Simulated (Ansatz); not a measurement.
# From barrier to diffusion: H in MgO

Theory: DFT PBEsol, scalar-relativistic, plane waves, PAW in Ansatz. Settings: 420 eV cutoff, 2×2×2 k-mesh, Gaussian smearing of 0.02 eV, collinear spin.

Host crystal, relaxed:

```
Mg O
1.0
     0.00000    2.10702    2.10702
     2.10702    0.00000    2.10702
     2.10702    2.10702    0.00000
Mg O
1 1
Direct
  0.00000 0.00000 0.00000
  0.50000 0.50000 0.50000
```

In a supercell of 16 host sites, interstitial H hops to an equivalent place, moving 2.11 Å. Climbing-image nudged elastic band at fixed cell; the order of the saddle wasn't checked, and the small cell leaves errors of about a tenth of an eV. Zero-point motion and tunnelling, which matter for H, are left out.

Starting moments were lost in some runs.

```
image path (Å) E − E(0) (eV)
    0      0.00          0.000
    1      0.55          0.227
    2      1.11          0.403
    3      1.66          0.227
    4      2.22          0.000
```

Problem. What are the barriers forward and back, and what attempt frequency does the shape suggest?

Solution. Forward 0.40 eV, back 0.40 eV, the ends being level. For a sinusoidal profile E_b sin²(πx/l), with the H atom alone moving, ν = (1/l)√(E_b/2m) = 2.1×10¹³ s⁻¹, within an order of magnitude of the customary 10¹³ s⁻¹; a true prefactor needs the vibrations at the minimum and at the saddle.

Problem. With ν = 10¹³ s⁻¹, give the forward jump rate along this one path, the wait 1/k for that jump, the diffusivity D ≈ l²k and the distance √(Dt) covered in an hour at 300, 600 and 1000 K, taking the host as solid throughout.

Solution. k = ν exp(−E_b/k_BT):
| T (K) | k (1/s) | wait (s) | D (cm²/s) | √(Dt) in 1 h (nm) |
| --- | --- | --- | --- | --- |
| 300 | 1.7×10⁶ | 5.8×10⁻⁷ | 7.7×10⁻¹⁰ | 1.7×10⁴ |
| 600 | 4.2×10⁹ | 2.4×10⁻¹⁰ | 1.8×10⁻⁶ | 8.1×10⁵ |
| 1000 | 9.4×10¹⁰ | 1.1×10⁻¹¹ | 4.2×10⁻⁵ | 3.9×10⁶ |

D = l²k holds for six equivalent jumps in three dimensions (z l²k/6) and is a scale otherwise. Long-range transport needs a connected net of such jumps, and traps slow it. D is that of an interstitial already there. An error of 0.1 eV in the barrier changes k by a factor of 48 at 300 K and 3.2 at 1000 K.

Cost: 1 run of about 6 core-minutes, on Arm Neoverse V1 (shared hosts).